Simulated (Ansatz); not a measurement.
Relaxed-ion elastic tensor of MgF2 (rutile, space group No. 136) in GPa (Voigt order), r²SCAN in the plane-wave PAW code Ansatz; density 3.18 g/cm³, 10.85 Å³ per atom.

```
 143  95.7  65.1   0.0   0.0   0.0
95.7   143  65.1   0.0   0.0   0.0
65.1  65.1   208   0.0   0.0   0.0
 0.0   0.0   0.0  56.7   0.0   0.0
 0.0   0.0   0.0   0.0  56.7   0.0
 0.0   0.0   0.0   0.0   0.0   101
```

Q: Is the crystal mechanically stable?

A: Yes: the smallest eigenvalue of C is 47.5 GPa.

Q: Work out the Voigt, Reuss and Hill averages.

A: K_V = 105, K_R = 104, K_H = 105; G_V = 60.9, G_R = 48.8, G_H = 54.8 GPa.

Q: Give Young's modulus, Poisson's ratio, Pugh's ratio and the universal anisotropy index.

A: E = 9KG/(3K + G) = 140 GPa; ν = 0.28; K/G = 1.91 (ductile by the Pugh limit of 1.75); A_U = 5G_V/G_R + K_V/K_R − 6 = 1.25.

Q: Estimate the sound speeds and the Debye temperature.

A: v_l = √((K + 4G/3)/ρ) = 7480 m/s, v_t = √(G/ρ) = 4150 m/s, mean 4630 m/s; Θ = (h/k)(3n/4πV)^(1/3) v_m = 622 K.

Q: Solve the Christoffel equation for the three sound speeds along x, y, z.

A: Eigenvalues of C_ijkl n_j n_l equal ρv². In km/s, slowest first: x 4.22, 5.65, 6.71; y 4.22, 5.65, 6.71; z 4.22, 4.22, 8.09.

Q: How much does each axis shrink under pressure?

A: Linear compressibilities β_i = Σ_j S_ij (j = 1 to 3): x 3.5, y 3.5, z 2.6 per TPa.

Space group P4_2/mnm (rutile). Symmetry was held in the r²SCAN relaxation; of distortions, only those at the zone centre were tested.

Potentials: the later of the program's two PAW sets.
